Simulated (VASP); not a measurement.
# Ge (Fd-3m) in VASP: a series of runs, part 2 of 2

VASP 6.6.1. The steps go on from the part before.

### 3 Phonons, r2SCAN

Contents of POSCAR:

```
Ge
1.0
    0.0000000000      2.8290000000      2.8290000000
    2.8290000000      0.0000000000      2.8290000000
    2.8290000000      2.8290000000      0.0000000000
Ge
2
Direct
    0.0000000000      0.0000000000      0.0000000000
    0.2500000000      0.2500000000      0.2500000000
```

Contents of INCAR.step1:

```
SYSTEM = Ge
  PREC = Accurate
  ENCUT = 600
  EDIFF = 1E-8
  ISMEAR = -1
  SIGMA = 0.03
  LREAL = .False.
  LASPH = .True.
  NELM = 60
  ALGO = Normal
  ISIF = 3
  LWAVE = .False.
  LCHARG = .False.
  METAGGA = R2SCAN
  LMIXTAU = .True.
  NELECT = 27.94294
  IBRION = 2
  NSW = 40
  EDIFFG = -0.002
```

Contents of INCAR.step2:

```
SYSTEM = Ge
  PREC = Accurate
  ENCUT = 600
  EDIFF = 1E-8
  ISMEAR = -1
  SIGMA = 0.03
  LREAL = .False.
  LASPH = .True.
  NELM = 60
  ALGO = Normal
  ISIF = 2
  LWAVE = .False.
  LCHARG = .False.
  METAGGA = R2SCAN
  LMIXTAU = .True.
  NELECT = 27.94294
  IBRION = 6
  NFREE = 2
  POTIM = 0.015
  NSW = 1
```

Contents of KPOINTS:

```
regular mesh
0
Gamma
  14 14 14
  0 0 0
```

Potentials or basis: VASP PAW PBE potentials, release 64 (Ge_d).

Command:

```
cat potpaw_PBE.64/Ge_d/POTCAR > POTCAR
cp INCAR.step1 INCAR
mpirun -np 1 vasp_std > vasp.out
cp CONTCAR POSCAR
cp INCAR.step2 INCAR
mpirun -np 1 vasp_std > vasp.out
```

OUTCAR:

```text
SYSTEM = Ge
   PREC = Accurate
   ENCUT = 600
   EDIFF = 1E-8
   ISMEAR = -1
   LREAL = .False.
   LASPH = .True.
   NELM = 60
   ISIF = 2
   METAGGA = R2SCAN
   NELECT = 27.94294
   IBRION = 6
   NFREE = 2
   POTIM = 0.015
   NSW = 1

 ion  position               nearest neighbor table
   1  0.000  0.000  0.000-   2 2.44   2 2.44   2 2.44   2 2.44
   2  0.250  0.250  0.250-   1 2.44   1 2.44   1 2.44   1 2.44

  LATTYP: Found a face centered cubic cell.
 ALAT       =     5.6285964766

  Lattice vectors:

 A1 = (   0.0000000000,   2.8142982383,   2.8142982383)
 A2 = (   2.8142982383,   0.0000000000,   2.8142982383)
 A3 = (   2.8142982383,   2.8142982383,   0.0000000000)

Analysis of symmetry for initial positions (statically):
=====================================================================
 Subroutine PRICEL returns:
 Original cell was already a primitive cell.

 Routine SETGRP: Setting up the symmetry group for a
 face centered cubic supercell.

 Subroutine GETGRP returns: Found 48 space group operations
 (whereof 24 operations were pure point group operations)
 out of a pool of 48 trial point group operations.

The static configuration has the point symmetry T_d .
 The point group associated with its full space group is O_h .

Analysis of symmetry for dynamics (positions and initial velocities):
=====================================================================
 Subroutine PRICEL returns:
 Original cell was already a primitive cell.

 Routine SETGRP: Setting up the symmetry group for a
 face centered cubic supercell.

 Subroutine GETGRP returns: Found 48 space group operations
 (whereof 24 operations were pure point group operations)
 out of a pool of 48 trial point group operations.

The dynamic configuration has the point symmetry T_d .
 The point group associated with its full space group is O_h .

 Subroutine INISYM returns: Found 48 space group operations
 (whereof 24 operations are pure point group operations),
 and found     1 'primitive' translations

----------------------------------------------------------------------------------------

                                     Primitive cell

  volume of cell :      44.5800

  direct lattice vectors                    reciprocal lattice vectors
     0.000000000  2.814298238  2.814298238    -0.177664184  0.177664184  0.177664184
     2.814298238  0.000000000  2.814298238     0.177664184 -0.177664184  0.177664184
     2.814298238  2.814298238  0.000000000     0.177664184  0.177664184 -0.177664184

  length of vectors
     3.980018737  3.980018737  3.980018737     0.307723393  0.307723393  0.307723393

  position of ions in fractional coordinates (direct lattice)
     0.000000000  0.000000000  0.000000000
     0.250000000  0.250000000  0.250000000

  ion indices of the primitive-cell ions
[... 98 lines left out ...]
  Thomas-Fermi vector in A             =   2.523945
   LORBIT       =      0    0 simple, 1 ext, 2 COOP (PROOUT), +10 PAW based schemes
   METAGGA = R2SCAN    functional components
   LHFCALC =     F    Hartree Fock is set to
   AEXX    =    0.0000 exact exchange contribution
   IVDW    =     0    specifies the selected vdW correction
   LEPSILON=     F    determine dielectric tensor
   LRPA    =     F    only Hartree local field effects (RPA)
 finite differences with symmetry
 non-spin polarized calculation
  energy-cutoff  :      600.00
  volume of cell :       44.58
 maximum number of plane-waves:      1524
   NGX = 15   NGY = 15   NGZ = 15

--------------------------------------- Ionic step        1  -------------------------------------------

 number of electron      27.9429397 magnetization

 Free energy of the ion-electron system (eV)
  ---------------------------------------------------
  ext. energy  EPLUGINS =         0.00000000
  ---------------------------------------------------
  free energy    TOTEN  =       -28.00577064 eV

  energy without entropy =      -28.00534858  energy(sigma->0) =      -28.00555961

------------------------ aborting loop because EDIFF is reached ----------------------------------------

  FORCE on cell =-STRESS in cart. coord.  units (eV):
  Direction    XX          YY          ZZ          XY          YZ          ZX
  --------------------------------------------------------------------------------------
  -------------------------------------------------------------------------------------
  Total        0.0011054      0.0011054      0.0011054     -0.0000000      0.0000000      0.0000000
  in kB        0.0397260      0.0397260      0.0397260     -0.0000000      0.0000000      0.0000000
  external PRESSURE =       0.0397260 kB  Pullay stress =       0.0000000 kB
[... 59 lines left out ...]
--------------------------------------- Ionic step        3  -------------------------------------------

 number of electron      27.9429398 magnetization

 Free energy of the ion-electron system (eV)
  ---------------------------------------------------
  ext. energy  EPLUGINS =         0.00000000
  ---------------------------------------------------
  free energy    TOTEN  =       -28.00455904 eV

  energy without entropy =      -28.00413513  energy(sigma->0) =      -28.00434708

 E-fermi :   4.4692     XC(G=0): -10.8808

 val. band max:        4.4628562142   @ k =   0.0000  -0.1429   0.1429
 cond. band min:       4.4782695125   @ k =   0.0000   0.1429   0.0000
 fundamental gap:      0.0154132983
 Fermi energy:         4.4691646773

 k-point     1 :       0.0000    0.0000    0.0000
  band No.  band energies     occupation
      1     -20.6021      2.00000
      2     -20.5992      2.00000
      3     -20.5960      2.00000
      4     -20.5579      2.00000
      5     -20.5579      2.00000
      6     -20.3344      2.00000
[... 481 lines left out ...]
      5     -20.5019      2.00000
      6     -20.3998      2.00000
[... 10 lines left out ...]
     17      10.1763      0.00000
     18      10.2751      0.00000

 [... further k-points ...]
[... 5 lines left out ...]
  --------------------------------------------------------------------------------------
  -------------------------------------------------------------------------------------
  Total       -0.0012447      0.0061096      0.0061096      0.0000000     -0.1446592      0.0000000
  in kB       -0.0447338      0.2195750      0.2195750      0.0000000     -5.1989561      0.0000000
  external PRESSURE =       0.1314721 kB  Pullay stress =       0.0000000 kB
[... 17 lines left out ...]
  FREE ENERGIE OF THE ION-ELECTRON SYSTEM (eV)
  ---------------------------------------------------
  free  energy   TOTEN  =       -28.0045590386 eV

  energy  without entropy=      -28.0041351285  energy(sigma->0) =      -28.00434708

 INTERNAL STRAIN TENSORS FROM DISPLACED ATOMS
 ============================================

 INTERNAL STRAIN TENSOR FOR ION    1 for displacements in x,y,z  (eV/Angst):
          X           Y           Z          XY          YZ          ZX
  --------------------------------------------------------------------------------
  x     0.00000     0.00000     0.00000     0.00000     9.62034     0.00000
  y     0.00000     0.00000     0.00000     0.00000     0.00000     9.62034
  z     0.00000     0.00000     0.00000     9.62034     0.00000     0.00000

 INTERNAL STRAIN TENSOR FOR ION    2 for displacements in x,y,z  (eV/Angst):
          X           Y           Z          XY          YZ          ZX
  --------------------------------------------------------------------------------
  x     0.00000     0.00000     0.00000     0.00000    -9.62034     0.00000
  y     0.00000     0.00000     0.00000     0.00000     0.00000    -9.62034
  z     0.00000     0.00000     0.00000    -9.62034     0.00000     0.00000

 Eigenvectors and eigenvalues of the dynamical matrix
 ----------------------------------------------------

   1 f  =    8.505313 THz    53.440458 2PiTHz  283.706703 cm-1    35.175132 meV
             X         Y         Z           dx          dy          dz
      0.000000  0.000000  0.000000     0.000000   -0.707107    0.000000
      1.407149  1.407149  1.407149     0.000000    0.707107    0.000000
[... 21 lines left out ...]
   6 f  =    0.000000 THz     0.000000 2PiTHz    0.000000 cm-1     0.000000 meV
             X         Y         Z           dx          dy          dz
      0.000000  0.000000  0.000000     0.000000    0.000000    0.707107
      1.407149  1.407149  1.407149     0.000000    0.000000    0.707107

 ELASTIC MODULI CONTR FROM IONIC RELAXATION (kBar)
 Direction    XX          YY          ZZ          XY          YZ          ZX
 --------------------------------------------------------------------------------
 XX           0.0000      0.0000      0.0000      0.0000      0.0000      0.0000
 YY           0.0000      0.0000      0.0000      0.0000      0.0000      0.0000
 ZZ           0.0000      0.0000      0.0000      0.0000      0.0000      0.0000
 XY           0.0000      0.0000      0.0000   -309.5321      0.0000      0.0000
 YZ           0.0000      0.0000      0.0000      0.0000   -309.5321      0.0000
 ZX           0.0000      0.0000      0.0000      0.0000      0.0000   -309.5321
 --------------------------------------------------------------------------------
```

Wall time 20 min (1 thread of Intel Xeon 6975P-C (Granite Rapids), shared host); peak memory 0.64 GiB.

Results:

* Relaxed volume: 22.29 Å³/atom
* Relaxed cell: a = 3.980 Å, b = 3.980 Å, c = 3.980 Å, α = 60.00°, β = 60.00°, γ = 60.00°
* Space group after relaxing (to 0.05 Å): Fd-3m (No. 227)
* Highest phonon frequency at Γ: 284 cm⁻¹

The path:
```tsv
step	energy change (eV)	largest force (eV/Å)	pressure (GPa)	volume (Å³)
1	0.0000	0.0000	-1.14	45.28
2	-0.0020	0.0000	0.60	44.23
3	-0.0026	0.0000	0.02	44.57
4	-0.0026	0.0000	0.00	44.58
```

Final structure:
```
CELL_PARAMETERS angstrom
0.00000 2.81430 2.81430
2.81430 0.00000 2.81430
2.81430 2.81430 0.00000
ATOMIC_POSITIONS crystal
Ge 0.00000 0.00000 0.00000
Ge 0.25000 0.25000 0.25000
```

Phonon frequencies in cm⁻¹ (negative: imaginary):
```csv
q point,frequencies
"(0.000, 0.000, 0.000)",0 0 0 284 284 284
```

Caveat: the cell is charged against a uniform background, so pressure and absolute levels hang on convention; the PAW data sets were made with another functional, which shifts forces and pressure a little.

### 4 Phonons, r2SCAN

POSCAR is that of step 3.

INCAR.step1: that of step 3 with these lines changed.

```diff
@@ -15,3 +15,3 @@
   LMIXTAU = .True.
-  NELECT = 27.94294
+  NELECT = 27.88679
   IBRION = 2
```

INCAR.step2: that of step 3 with these lines changed.

```diff
@@ -15,3 +15,3 @@
   LMIXTAU = .True.
-  NELECT = 27.94294
+  NELECT = 27.88679
   IBRION = 6
```

KPOINTS is that of step 3.

Potentials or basis: VASP PAW PBE potentials, release 64 (Ge_d).

Command:

```
cat potpaw_PBE.64/Ge_d/POTCAR > POTCAR
cp INCAR.step1 INCAR
mpirun -np 1 vasp_std > vasp.out
cp CONTCAR POSCAR
cp INCAR.step2 INCAR
mpirun -np 1 vasp_std > vasp.out
```

OUTCAR:

```text
SYSTEM = Ge
   PREC = Accurate
   ENCUT = 600
   EDIFF = 1E-8
   ISMEAR = -1
   LREAL = .False.
   LASPH = .True.
   NELM = 60
   ISIF = 2
   METAGGA = R2SCAN
   NELECT = 27.88679
   IBRION = 6
   NFREE = 2
   POTIM = 0.015
   NSW = 1

 ion  position               nearest neighbor table
   1  0.000  0.000  0.000-   2 2.42   2 2.42   2 2.42   2 2.42
   2  0.250  0.250  0.250-   1 2.42   1 2.42   1 2.42   1 2.42

  LATTYP: Found a face centered cubic cell.
 ALAT       =     5.5827339388

  Lattice vectors:

 A1 = (   0.0000000000,   2.7913669694,   2.7913669694)
 A2 = (   2.7913669694,   0.0000000000,   2.7913669694)
 A3 = (   2.7913669694,   2.7913669694,   0.0000000000)

Analysis of symmetry for initial positions (statically):
=====================================================================
 Subroutine PRICEL returns:
 Original cell was already a primitive cell.

 Routine SETGRP: Setting up the symmetry group for a
 face centered cubic supercell.

 Subroutine GETGRP returns: Found 48 space group operations
 (whereof 24 operations were pure point group operations)
 out of a pool of 48 trial point group operations.

The static configuration has the point symmetry T_d .
 The point group associated with its full space group is O_h .

Analysis of symmetry for dynamics (positions and initial velocities):
=====================================================================
 Subroutine PRICEL returns:
 Original cell was already a primitive cell.

 Routine SETGRP: Setting up the symmetry group for a
 face centered cubic supercell.

 Subroutine GETGRP returns: Found 48 space group operations
[... 232 lines left out ...]
  free energy    TOTEN  =       -28.25327325 eV

  energy without entropy =      -28.25201446  energy(sigma->0) =      -28.25264385

 E-fermi :   4.4554     XC(G=0): -10.9896

 val. band max:        4.4550706503   @ k =   0.0714   0.2143   0.1429
 cond. band min:       4.4555831340   @ k =   0.1429   0.0714   0.2143
 fundamental gap:      0.0005124837
 Fermi energy:         4.4554246399

 k-point     1 :       0.0000    0.0000    0.0000
  band No.  band energies     occupation
      1     -20.4252      2.00000
      2     -20.4226      2.00000
      3     -20.4196      2.00000
      4     -20.3790      2.00000
      5     -20.3790      2.00000
      6     -20.1419      2.00000
[... 481 lines left out ...]
      5     -20.3191      2.00000
      6     -20.2109      2.00000
[... 10 lines left out ...]
     17      10.4996      0.00000
     18      10.5770      0.00000

 [... further k-points ...]

------------------------ aborting loop because EDIFF is reached ----------------------------------------

  FORCE on cell =-STRESS in cart. coord.  units (eV):
  Direction    XX          YY          ZZ          XY          YZ          ZX
  --------------------------------------------------------------------------------------
  -------------------------------------------------------------------------------------
  Total       -0.0002437      0.0046005      0.0046005      0.0000000     -0.1674816      0.0000000
  in kB       -0.0089748      0.1694467      0.1694467      0.0000000     -6.1687458      0.0000000
  external PRESSURE =       0.1099728 kB  Pullay stress =       0.0000000 kB
[... 17 lines left out ...]
  FREE ENERGIE OF THE ION-ELECTRON SYSTEM (eV)
  ---------------------------------------------------
  free  energy   TOTEN  =       -28.2532732466 eV

  energy  without entropy=      -28.2520144605  energy(sigma->0) =      -28.25264385

 INTERNAL STRAIN TENSORS FROM DISPLACED ATOMS
 ============================================

 INTERNAL STRAIN TENSOR FOR ION    1 for displacements in x,y,z  (eV/Angst):
          X           Y           Z          XY          YZ          ZX
  --------------------------------------------------------------------------------
  x    -0.00000     0.00000     0.00000     0.00000    11.14219     0.00000
  y     0.00000     0.00000     0.00000     0.00000     0.00000    11.14219
  z     0.00000     0.00000    -0.00000    11.14219     0.00000     0.00000

 INTERNAL STRAIN TENSOR FOR ION    2 for displacements in x,y,z  (eV/Angst):
          X           Y           Z          XY          YZ          ZX
  --------------------------------------------------------------------------------
  x     0.00000     0.00000     0.00000     0.00000   -11.14219     0.00000
  y     0.00000    -0.00000     0.00000     0.00000     0.00000   -11.14219
  z     0.00000     0.00000     0.00000   -11.14219     0.00000     0.00000

 Eigenvectors and eigenvalues of the dynamical matrix
 ----------------------------------------------------

   1 f  =    8.186486 THz    51.437209 2PiTHz  273.071780 cm-1    33.856571 meV
             X         Y         Z           dx          dy          dz
      0.000000  0.000000  0.000000     0.000000   -0.707107    0.000000
      1.395683  1.395683  1.395683     0.000000    0.707107    0.000000
[... 21 lines left out ...]
   6 f  =    0.000000 THz     0.000000 2PiTHz    0.000000 cm-1     0.000000 meV
             X         Y         Z           dx          dy          dz
      0.000000  0.000000  0.000000     0.000000    0.000000    0.707107
      1.395683  1.395683  1.395683     0.000000    0.000000    0.707107

 ELASTIC MODULI CONTR FROM IONIC RELAXATION (kBar)
 Direction    XX          YY          ZZ          XY          YZ          ZX
 --------------------------------------------------------------------------------
 XX          -0.0000      0.0000      0.0000      0.0000      0.0000      0.0000
 YY           0.0000     -0.0000      0.0000      0.0000      0.0000     -0.0000
 ZZ           0.0000      0.0000     -0.0000      0.0000      0.0000      0.0000
 XY           0.0000      0.0000      0.0000   -459.3150      0.0000      0.0000
 YZ           0.0000      0.0000      0.0000      0.0000   -459.3150      0.0000
 ZX           0.0000     -0.0000      0.0000      0.0000      0.0000   -459.3150
 --------------------------------------------------------------------------------
```

It took 29 min on 1 thread of Intel Xeon 6975P-C (Granite Rapids), shared host; peak memory 0.63 GiB.

Results:

* Relaxed volume: 21.75 Å³/atom
* Relaxed cell: a = 3.948 Å, b = 3.948 Å, c = 3.948 Å, α = 60.00°, β = 60.00°, γ = 60.00°
* Space group after relaxing (to 0.05 Å): Fd-3m (No. 227)
* Highest phonon frequency at Γ: 273 cm⁻¹

Step by step:
| step | energy change (eV) | largest force (eV/Å) | pressure (GPa) | volume (Å³) |
| --- | --- | --- | --- | --- |
| 1 | 0.0000 | 0.0000 | -2.96 | 45.28 |
| 2 | -0.0126 | 0.0000 | 1.75 | 42.59 |
| 3 | -0.0174 | 0.0000 | 0.02 | 43.48 |
| 4 | -0.0174 | 0.0000 | -0.04 | 43.52 |
| 5 | -0.0174 | 0.0000 | -0.03 | 43.52 |
| 6 | -0.0174 | 0.0000 | -0.04 | 43.51 |
| 7 | -0.0174 | 0.0000 | -0.04 | 43.51 |
| 8 | -0.0174 | 0.0000 | -0.04 | 43.51 |
| 9 | -0.0174 | 0.0000 | -0.04 | 43.51 |
| 10 | -0.0174 | 0.0000 | -0.04 | 43.51 |
| 11 | -0.0174 | 0.0000 | -0.03 | 43.51 |
| 12 | -0.0174 | 0.0000 | -0.03 | 43.51 |
| 13 | -0.0174 | 0.0000 | -0.04 | 43.51 |
| 14 | -0.0174 | 0.0000 | -0.03 | 43.51 |
| 15 | -0.0174 | 0.0000 | -0.03 | 43.51 |
| 16 | -0.0174 | 0.0000 | -0.01 | 43.50 |

Final structure:
```xyz
2
Lattice="0.0000 2.7914 2.7914 2.7914 0.0000 2.7914 2.7914 2.7914 0.0000" Properties=species:S:1:pos:R:3 pbc="T T T"
Ge    0.0000    0.0000    0.0000
Ge    1.3957    1.3957    1.3957
```

Phonon frequencies in cm⁻¹ (negative: imaginary):
```csv
q point,frequencies
"(0.000, 0.000, 0.000)",0 0 0 273 273 273
```

Caveat: the cell is charged against a uniform background, so pressure and absolute levels hang on convention; the PAW data sets were made with another functional, which shifts forces and pressure a little.
